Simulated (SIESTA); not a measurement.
The system is Ag2O.

```xyz
6
Lattice="4.7180 0.0000 0.0000 0.0000 4.7180 0.0000 0.0000 0.0000 4.7180" Properties=species:S:1:pos:R:3 pbc="T T T"
Ag    3.5385    1.1795    3.5385
Ag    3.5385    3.5385    1.1795
Ag    1.1795    3.5385    3.5385
Ag    1.1795    1.1795    1.1795
O     2.3590    2.3590    2.3590
O     0.0000    0.0000    0.0000
```

Base run:

* Program: SIESTA 5.4.2
* Functional: PBEsol
* Potentials or basis: PseudoDojo 0.4 standard (PBEsol files)
* Basis: DZP (energy shift 0.003 Ry; two zetas on semicore shells)
* Grid cutoff: 800 Ry
* Energy shift: 0.003 Ry
* k mesh: 6 × 6 × 6
* Occupations: fermi-dirac, width 0.05 eV
* Spin: no spin polarisation

Its results: band gap on the k mesh none (metal or under the smearing width); pressure 0.8 GPa.

Question: The run is repeated on the same cell with these changes: functional from PBEsol to LDA; potentials or basis from PseudoDojo 0.4 standard (PBEsol files) to PseudoDojo 0.4 standard (LDA files). What comes out?

Answer: Band gap on the k mesh none (metal or under the smearing width); pressure -3.3 GPa.

Caveats: short orbitals over semicore shells can move pressures by several GPa; the basis of atomic orbitals isn't converged, which shifts pressures, moduli and gaps.
